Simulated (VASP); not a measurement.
Input of a VASP 6.6.1 run:

INCAR

```
SYSTEM = Ta
ALGO = Normal
EDIFF = 1E-7
EDIFFG = -0.005
ENCUT = 580
GGA = PS
IBRION = 2
ISIF = 3
ISMEAR = 0
LASPH = .TRUE.
LCHARG = .FALSE.
LREAL = .FALSE.
LWAVE = .FALSE.
NELM = 100
NSW = 90
PREC = Accurate
SIGMA = 0.1
```

KPOINTS

```
k-points
0
G
  18 18 18
  0 0 0
```

POSCAR

```
Ta
1.0
   -1.6549278100      1.6549278100      1.6549278100
    1.6549278100     -1.6549278100      1.6549278100
    1.6549278100      1.6549278100     -1.6549278100
Ta
1
Direct
    0.0000000000      0.0000000000      0.0000000000
```

Potentials or basis: VASP PAW PBE potentials, release 64 (Ta).

The run is started by

```console
$ cat potpaw_PBE.64/Ta/POTCAR > POTCAR
$ mpirun -np 1 vasp_std > vasp.out
```

Predict the relaxed volume.

17.52 Å³/atom.

Predict the space group after relaxing (to 0.05 Å).

Im-3m (No. 229).

Step by step:
```csv
step,energy change (eV),largest force (eV/Å),pressure (GPa),volume (Å³)
1,0.0000,0.0000,-6.84,18.13
2,0.0655,0.0000,20.08,16.17
3,-0.0134,0.0000,-0.22,17.54
4,-0.0134,0.0000,0.16,17.52
5,-0.0134,0.0000,-0.49,17.56
6,-0.0134,0.0000,-0.09,17.53
7,-0.0134,0.0000,0.14,17.52
8,-0.0134,0.0000,-0.08,17.53
9,-0.0134,0.0000,-0.08,17.53
10,-0.0134,0.0000,-0.06,17.52
11,-0.0134,0.0000,0.04,17.52
```

Caveat: the PAW data sets were made with another functional, which shifts forces and pressure a little. The run has no spin-orbit coupling, so splittings on Ta are missing.
